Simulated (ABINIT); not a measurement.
The system is P.

```
P
1.0
     1.64774   -5.46504    0.00000
     1.64774    5.46504    0.00000
     0.00000    0.00000    4.54364
P
4
Direct
  0.90414 0.09586 0.58882
  0.09586 0.90414 0.41118
  0.59586 0.40414 0.08882
  0.40414 0.59586 0.91118
```

Base run:

- Program: ABINIT 10.8.3 (patched build)
- Functional: LDA
- Potentials or basis: PseudoDojo NC SR LDA v0.4.1 standard
- Cutoff: 490 eV
- k mesh: 6 × 6 × 4
- Occupations: fermi-dirac, width 0.05 eV
- Spin: no spin polarisation

Its results: band gap on the k mesh none (metal or under the smearing width); pressure -2.3 GPa; largest force 0.186 eV/Å.

Question: The run is repeated on the same cell with these changes: functional from LDA to PBEsol; potentials or basis from PseudoDojo NC SR LDA v0.4.1 standard to PseudoDojo NC SR PBEsol v0.4.1 standard. What comes out?

Answer: Band gap on the k mesh none (metal or under the smearing width); pressure -0.6 GPa; largest force 0.306 eV/Å.

Caveats: the cutoff is short for stress, so the pressure is rough (some runs).
